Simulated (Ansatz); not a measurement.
**Mechanical response of BaS (Fm-3m)**

```
Ba S
1.0
     0.00000    3.13574    3.13574
     3.13574    0.00000    3.13574
     3.13574    3.13574    0.00000
Ba S
1 1
Cartesian
  0.0000 0.0000 0.0000
  3.1357 3.1357 3.1357
```

The conventional cell has a = 6.271 Å, b = 6.271 Å, c = 6.271 Å, α = 90.00°, β = 90.00°, γ = 90.00°. Ba (atom 1) is surrounded by 6 S at 3.14 Å. S (atom 2) has 6 Ba at 3.14 Å as nearest neighbours.

Level of theory, where no other is named: LDA, all-electron LAPW in Ansatz 0.2.0, scalar-relativistic. k mesh 8×8×8, fixed occupations, basis error target 1 meV/atom. The cell was relaxed by PAW under this functional, which moved its volume by -5 % from the database entry's. The structure is one entry of a database and needn't be the stable phase.

The cell is cubic and carries a residual pressure of 0.00 GPa at this level. Each strain component that symmetry leaves independent is applied at ±0.005, the ions relax wherever a strain frees them, and the stress (tension positive, GPa) is read. Shears are engineering strains, γ = 2ε.

```csv
strain,size,σxx,σyy,σzz,σyz,σxz,σxy
xx,-0.005,-0.5974,-0.0897,-0.0897,0.0000,0.0000,0.0000
xx,+0.005,0.5636,0.0924,0.0924,0.0000,0.0000,0.0000
yz,-0.005,0.0027,0.0022,0.0022,-0.0917,0.0000,0.0000
yz,+0.005,0.0027,0.0022,0.0022,0.0917,0.0000,0.0000
```

A central difference gives one constant, for example C11 ≈ (0.5636 − (-0.5974))/(0.01) = 116.1 GPa; the program then imposes the crystal's symmetry on the whole matrix.

Q: What are the independent elastic constants?

A: C11 = 116.1, C12 = 18.2, C44 = 18.3 GPa.

Q: Do they meet the Born conditions?

A: C11 − C12 = 97.9, C11 + 2C12 = 152.5 and C44 = 18.3 GPa must all be positive, so the crystal is elastically stable; that says nothing yet of its phonons.

Q: What moduli does a random aggregate of grains have?

A: B = (C11 + 2C12)/3 = 50.8 GPa. G_V = (C11 − C12 + 3C44)/5 = 30.6 and G_R = 5(C11 − C12)C44/(4C44 + 3(C11 − C12)) = 24.5, so G_H = 27.5 GPa. Then E = 9BG/(3B + G) = 69.9 GPa, ν = (3B − 2G)/(6B + 2G) = 0.271 and B/G = 1.85, on the ductile side of Pugh's 1.75 (a rule of thumb, made for metals; it doesn't predict ductility here).

Q: With the density of 4.561 g/cm³, how fast does sound travel, and what Debye temperature follows?

A: 

| direction | slow (m/s) | middle (m/s) | fast (m/s) |
| --- | --- | --- | --- |
| [100] | 2005 | 2005 | 5045 |
| [110] | 2005 | 3276 | 4330 |
| [111] | 2915 | 2915 | 4063 |

The mean of v⁻³ over directions and branches gives v_m = 2668 m/s and θ_D = (ħ/k_B) v_m (6π²n)^(1/3) = 253 K, n being atoms per volume. Young's modulus spans 49 to 111 GPa over directions, and the universal anisotropy index is 1.25.

Q: How far do the constants move if PAW replaces LAPW in the same cell?

A: 

```
constant  LAPW (GPa)  PAW (GPa)  difference
     C11       116.1      116.0        -0.1
     C12        18.2       18.3         0.1
     C44        18.3       18.3         0.0
```

Known limits: the frozen-core PAW files of the compared runs were fitted under PBE, their cores solved anew for this functional.
